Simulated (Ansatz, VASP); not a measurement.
# One calculation of RbBr, two programs

INCAR

```
SYSTEM = RbBr
PREC = Accurate
ENCUT = 520
EDIFF = 1E-7
ISMEAR = -1
SIGMA = 0.03
LREAL = .False.
LASPH = .True.
NELM = 60
ALGO = Fast
ISIF = 2
LWAVE = .False.
LCHARG = .False.
GGA = PE
NBANDS = 15
```

File KPOINTS:

```
Automatic mesh
0
Gamma
  7 7 7
  0 0 0
```

The input POSCAR:

```
RbBr
1.0
    0.0000000000      3.4044959512      3.4044959512
    3.4044959512      0.0000000000      3.4044959512
    3.4044959512      3.4044959512      0.0000000000
Rb Br
1 1
Direct
    0.0000000000      0.0000000000      0.0000000000
    0.5000000000      0.5000000000      0.5000000000
```

Input for Ansatz:

```yaml
crystal:
  lattice:
    - [0.0, 3.4044959512, 3.4044959512]
    - [3.4044959512, 0.0, 3.4044959512]
    - [3.4044959512, 3.4044959512, 0.0]
  atoms:
    - { symbol: Rb, position: [0.0, 0.0, 0.0] }
    - { symbol: Br, position: [0.5, 0.5, 0.5] }
kpoints:
  mp_grid: { grid: [7, 7, 7] }
scf:
  occupations: { method: fermi_dirac, width: 0.03 }
hamiltonian:
  xc: pbe
  pseudopotentials: { kind: all_electron, lapw: { basis_error: 0.001 } }
output:
  forces: true
  stress: true
  eigenvalues: true
```

Change from the starting cell: volume scaled by 0.98.

Alike in both runs: task single point; functional PBE; k mesh 7 × 7 × 7; occupations fermi-dirac, width 0.03 eV; no spin polarisation.

```csv
,VASP,Ansatz
version,VASP 6.6.1,Ansatz 0.2.0
potentials or method,"VASP PAW PBE potentials, release 64 (Rb_sv, Br)","all-electron LAPW, scalar-relativistic"
plane-wave cutoff (eV),520,see its input
```

```csv
,VASP,Ansatz,Ansatz less VASP
gap on the k mesh at the Fermi level (eV),4.41,4.42,+0.003
pressure (GPa),1.4,1.3,-0.03
```

Ansatz ran all-electron here, so the differences hold the error of VASP's frozen core and of both bases.

Caveats: an odd mesh through Γ misses points on the zone boundary, where band edges often lie.
